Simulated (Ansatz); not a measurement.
# BN: the cost of one run

Method: DFT PBE+D3(BJ), scalar-relativistic, plane waves, PAW, in Ansatz 0.2.0.

1 further run of the same task is left out (set aside as unsound or not needed).

### 1 The starting structure

The structure is orthorhombic, space group Fmm2 (No. 42). The conventional cell has a = 2.508 Å, b = 6.679 Å, c = 4.338 Å, α = 90.00°, β = 90.00°, γ = 90.00°. Around B (site symmetry mm2) lie 3 N at 1.45 Å. N (site symmetry mm2) has 3 B at 1.45 Å as nearest neighbours.

As a file:

```
B N
1.0
     0.00000    3.33948    2.16883
     1.25384    0.00000    2.16883
     1.25384    3.33948    0.00000
B N
1 1
Direct
  0.00011 0.00011 0.99989
  0.66659 0.66659 0.33341
```

It goes back to an entry of the Materials Project, which need not be the stable form.

This cell was relaxed beforehand with the same method: volume 9.08 Å³/atom, gap on the mesh 3.66 eV.

### 2 Point at V/V0 = 0.97

Contents of input.yaml:

```yaml
crystal:
  lattice:
    - [0.0, 3.3057477397, 2.1469230196]
    - [1.2411765261, 0.0, 2.1469230196]
    - [1.2411765261, 3.3057477397, 0.0]
  atoms:
    - { symbol: B, position: [0.0001068737, 0.0001068737, 0.9998931263] }
    - { symbol: "N", position: [0.6665931163, 0.6665931163, 0.3334068837] }
basis:
  ecutwfc: 420
kpoints:
  mp_grid: { grid: [12, 12, 12] }
hamiltonian:
  xc: pbe
  dispersion: d3bj
scf:
  occupations: { method: gaussian, width: 0.02 }
output:
  forces: true
  stress: true
  eigenvalues: true
relax:
  adjacent_minimum: "off"
  f_tol: 0.01
  max_steps: 30
  cell: { stress_tol: 0.1, fix: [volume] }
```

The run is started by

```bash
> ansatz run input.yaml --threads 1 --pin off --max-ram 2560MiB --backend cpu --events-out ev --progress --plain --runs-dir out
```

Q: Estimate wall time and peak memory on 1 thread of Intel Xeon 6975P-C (Granite Rapids), shared host.

About 18 s, with a peak of 0.42 GiB.
